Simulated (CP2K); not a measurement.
AlRu:

```
Ru Al
1.0
     2.99160    0.00000    0.00000
     0.00000    2.99160    0.00000
     0.00000    0.00000    2.99160
Ru Al
1 1
Direct
  0.50000 0.50000 0.50000
  0.00000 0.00000 0.00000
```

Program: CP2K 2026.2. Alike in all runs: no spin polarisation; cell as given; k mesh 9 × 9 × 9.

Order these runs on this cell by their pressure, lowest first.
A. level PBEsol; potentials or basis POTENTIAL_UZH Ru GTH-PBE-q16, Al GTH-PBE-q3; TZVP-MOLOPT-PBE-GTH basis; smearing fermi-dirac 0.05 eV; CUTOFF of the grids 450 Ry
B. level LDA; potentials or basis GTH_POTENTIALS Ru GTH-PADE-q16, Al GTH-PADE-q3; TZVP-MOLOPT-PBE-GTH basis; smearing fermi-dirac 0.0259 eV; points a segment of the path (NPOINTS) 6; bands added on the path 6; CUTOFF of the grids 450 Ry
C. level r2SCAN; potentials or basis POTENTIAL_UZH Ru GTH-SCAN-q16, Al GTH-SCAN-q3; TZVP-MOLOPT-SCAN-GTH basis; smearing fermi-dirac 0.0259 eV; points a segment of the path (NPOINTS) 6; bands added on the path 6; CUTOFF of the grids 675 Ry

B (-9.0 GPa), A (-0.4 GPa), C (3.5 GPa).

Caveats: the basis of atomic orbitals isn't converged, which shifts pressures, moduli and gaps; the potentials were made for another functional, which shifts forces and pressure (some runs).

Not every run made on this cell is shown here.
